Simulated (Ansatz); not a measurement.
**SiC: opening a crack plane**

SiC, P6_3mc, a = 3.078 Å, c = 10.077 Å. The compound has several low-lying forms, and this is one of them. Ansatz: r2SCAN, PAW, 500 eV, Γ-centred 8×8×3 mesh on 8 atoms, Gaussian smearing 0.05 eV; no spin polarisation. One cut on (001) per cell of 8 atoms is opened rigidly by x, between planes of C and Si that stand 1.89 Å apart; y is the energy per area (8.202 Å², 1 eV/Å² = 16.02 J/m²).

| x (Å) | y (J/m²) |
| --- | --- |
| 0.00 | 0.000 |
| 0.25 | 0.701 |
| 0.50 | 2.032 |
| 0.75 | 3.423 |
| 1.00 | 4.682 |
| 1.50 | 6.629 |
| 2.00 | ? |
| 3.00 | 8.900 |
| 4.50 | 9.116 |
| 6.00 | 9.142 |

**Question.** Fit the universal binding curve y = W[1 − (1 + x/l) e^(−x/l)] to the other rows, give the peak stress, and predict the missing value.

**Answer.** Least squares gives W = 9.16 J/m² and l = 0.579 Å. The stress dy/dx peaks at x = l with W/(e l) = 58.2 GPa, for rigid faces. At x = 2.00: x/l = 3.454, y = 7.870 J/m². The run gave 7.865 J/m², so the fit is 0.005 J/m² too high, within the rms miss on the fitted rows (0.047 J/m²). Note that the gap is closed there and open in the run one row up.

Cost: 12 runs of about 1.4 core-minutes in all, on AMD EPYC 9R45 (Zen 5) (shared hosts).